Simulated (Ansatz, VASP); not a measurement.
**One calculation of Pt, two programs**

```
Pt
1.0
    -0.03763    1.93498    1.92037
     1.98683   -0.02878    1.91152
     1.98883    1.92813   -0.03078
Pt
1
Direct
  0.97420 0.02596 0.98068
```

Change from the starting cell: cell strained at random at fixed volume.

Alike in both runs: task electric field gradients; functional PBEsol; k mesh 9 × 9 × 9; occupations gaussian, width 0.1 eV; no spin polarisation.

|  | VASP | Ansatz |
| --- | --- | --- |
| version | VASP 6.6.1 | Ansatz 0.2.0 |
| potentials or method | VASP PAW PBE potentials, release 64 (Pt) | Ansatz PAW |
| plane-wave cutoff (eV) | 520 | 420 |
| valence electrons in the cell | 10 | 18 |

```tsv
	VASP	Ansatz	Ansatz less VASP
gap on the k mesh at the Fermi level (eV)	none	none	-
pressure (GPa)	-1.3	-0.9	+0.42
largest component of the traceless stress (GPa)	3.24	3.26	+0.018
Vzz of the field gradient on the site that differs most (V/Å²)	22.7	22.6	-0.08
```

A gap of «none» marks a metal or a gap that the smearing closes. The two sets of potentials don't hold the same shells in valence.

Caveats: the PAW data sets were made with another functional, which shifts forces and pressure a little (VASP); the PAW data sets come from PBE, with cores solved anew for the run's functional, which leaves a small shift of forces and pressure (Ansatz). Spin-orbit coupling is left out, which matters for the levels of Pt.
